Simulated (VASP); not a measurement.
SnSe: equation of state with PBE

The system is SnSe.

```xyz
2
Lattice="0.0000 3.0100 3.0100 3.0100 0.0000 3.0100 3.0100 3.0100 0.0000" Properties=species:S:1:pos:R:3 pbc="T T T"
Sn    0.0000    0.0000    0.0000
Se    3.0100    3.0100    3.0100
```

Measurements of this composition are mostly on another form, of space group No. 62.

| Property | Result |
| --- | --- |
| Program | VASP 6.6.1 |
| Task | equation of state |
| Functional | PBE |
| Potentials or basis | VASP PAW PBE potentials, release 64 (Sn_d, Se) |
| Cutoff | 520 eV |
| k mesh | 8 × 8 × 8 |
| Occupations | fermi-dirac, width 0.05 eV |
| Spin | no spin polarisation |

```json
{
 "Equilibrium volume": "27.79 Å³/atom",
 "Bulk modulus": "49 GPa",
 "Pressure derivative of the bulk modulus": "4.4"
}
```

Energy against volume, from the lowest point:
```tsv
volume (Å³/atom)	energy (meV/atom)
25.635	29.40
26.180	15.80
26.725	6.66
27.271	1.53
27.816	0.00
28.362	1.72
28.907	6.35
```

All runs of the series together: 4.3 min on 1 thread of Intel(R) Xeon(R) Platinum 8488C (Sapphire Rapids) (shared host).

PBE usually gives volumes a little too large and moduli too small. Zero-point motion and thermal expansion aren't in these numbers.
